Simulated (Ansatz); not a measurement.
# Response of Tc to small distortions

```
CELL_PARAMETERS angstrom
0.00000 1.95000 1.95000
1.95000 0.00000 1.95000
1.95000 1.95000 0.00000
ATOMIC_POSITIONS crystal
Tc 0.00000 0.00000 0.00000
```

The cell comes from COD entry 1534910, which wasn't checked; take it as a given geometry.

The calculation used Ansatz 0.2.0, DFT, PBE, all-electron LAPW, scalar-relativistic.

Settings: a Γ-centred 18×18×18 k mesh, Fermi–Dirac smearing of 0.03 eV, basis error target 0.25 meV/atom, no spin polarisation.

The unchanged cell is at -6.22 GPa, so energy changes include a term −P ΔV where the volume moves.

In a metal, stresses and small energies carry noise from the k mesh.

x, y and z are the Cartesian axes of the cell as listed; fractional coordinates follow a strain, and an engineering shear is twice the off-diagonal strain component.

With this change (z strained by -4 % at fixed volume), what becomes of the energy and stress?

Energy change +21 meV/atom; stress change (xx, yy, zz, yz, xz, xy) -3.26, -3.26, 7.36, 0.00, 0.00, 0.00 GPa, compression positive.

With this change (equal xy, yz and zx engineering shear strains of +4 %), what becomes of the energy and stress?

Energy change +35 meV/atom; stress change (xx, yy, zz, yz, xz, xy) 1.26, 1.26, 1.26, -6.41, -6.41, -6.41 GPa, compression positive.
